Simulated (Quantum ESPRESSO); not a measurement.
Crystal: WS2.

```
CELL_PARAMETERS angstrom
1.57900 0.91164 6.16333
-1.57900 0.91164 6.16333
0.00000 -1.82327 6.16333
ATOMIC_POSITIONS crystal
W 0.00000 0.00000 0.00000
S 0.75030 0.75030 0.75030
S 0.58100 0.58100 0.58100
```

Measurements of this composition are mostly on another form, of space group No. 194.

Base run:

```yaml
Program: Quantum ESPRESSO 7.5
Functional: PBEsol
Potentials_or_basis: GBRV 1.5 PBEsol
Cutoff: 762 eV
Density_cutoff: 6095 eV
k_mesh: 7 × 7 × 7
Occupations: gaussian, width 0.05 eV
Spin: collinear spin, ferromagnetic start
Starting_moments: "[2.0, 0.0, 0.0] μB"
Hubbard_terms: W d U = 5 eV
```

Its results: band gap on the k mesh 1.29 eV, indirect (least direct gap 2.21 eV); pressure 0.1 GPa; net moment 0.00 μB per cell; largest force 0.613 eV/Å.

Task: The run is repeated on the same cell with these changes: hubbard terms from W d U = 5 eV to W d U = 8 eV. What comes out?

Result: Band gap on the k mesh none (metal or under the smearing width); pressure 22.9 GPa; net moment 2.00 μB per cell; site moments W +1.58; S -0.17, -0.19 μB; largest force 1.398 eV/Å.

Caveats: spin-orbit coupling is left out, which moves the levels of the heavy elements (some runs); an odd mesh through Γ misses points on the zone boundary, where band edges often lie (some runs); forces of over 1 eV/Å show positions far from the minimum, so gaps and moduli don't describe the material at rest (some runs).
